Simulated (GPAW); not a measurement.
MgS in GPAW: the effect of functional

MgS:

```xyz
2
Lattice="0.0000 2.8331 2.8331 2.8331 0.0000 2.8331 2.8331 2.8331 0.0000" Properties=species:S:1:pos:R:3 pbc="T T T"
S     1.4166    1.4166    1.4166
Mg    0.0000    0.0000    0.0000
```

The cell comes from a database or a generator and needn't be the stable form of this composition.

Alike in all runs:

- Program: GPAW 26.7.0
- Task: dielectric tensor
- Cutoff: 650 eV
- Basis: pw
- k mesh: 7 × 7 × 7
- Occupations: fermi-dirac, width 0.001 eV
- Spin: no spin polarisation

| functional | potentials or basis | dielectric constant (mean) |
| --- | --- | --- |
| GLLB-SC | the program's PAW data sets (release 1.2.1) made for this functional | 3.19 |
| RPBE | the program's PAW data sets (release 1.2.1) made for this functional | 3.55 |
| LDA | the program's PAW data sets (release 1.2.1) made for this functional | ? |
| AM05 | PAW data sets generated in the run's folder for this functional | 3.71 |
| PBEsol | PAW data sets generated in the run's folder for this functional | 3.81 |
| PBE | GPAW PAW data sets (gpaw-data 1.2.1) | 3.68 |

Question: What does the run with functional LDA give?

Answer: Dielectric constant 3.90 mean.

Caveats: the long-wavelength limit can be off by a per cent or two; a model potential gives levels but no total energy (some runs); response on these states lacks terms of the Hamiltonian (some runs).
